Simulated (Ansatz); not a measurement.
Results of r²SCAN (PAW; Ansatz, a program for electronic structure) for skutterudite CoSb3.

Numerical settings: plane-wave cutoff 560 eV, 6×6×6 k mesh, Fermi–Dirac smearing 0.01 eV, no spin polarisation, scalar-relativistic PAW data made under PBE.

Response to compression and expansion:

Shape and atoms are relaxed at each volume.

| V (Å³/atom) | P (GPa) | direct gap at Γ (eV) |
|---|---|---|
| 22.280 | 4.14 | 0.571 |
| 22.744 | 1.95 | 0.499 |
| 23.208 | 0.00 | 0.433 |
| 23.673 | -1.74 | 0.369 |
| 24.137 | -3.28 | 0.309 |

A straight line through the gaps at Γ against ln V gives a volume deformation potential dE_g(Γ)/d ln V of -3.3 eV: the gap at Γ widens under compression.

Measured, for comparison: band gap 0.63 eV (temperature not stated, not corrected to a static lattice; as tabulated in Kim et al. (2020), doi:10.1038/s41597-020-00723-8).

Spin–orbit coupling is not included; with these elements it can move the gap by several tenths of an eV or more.
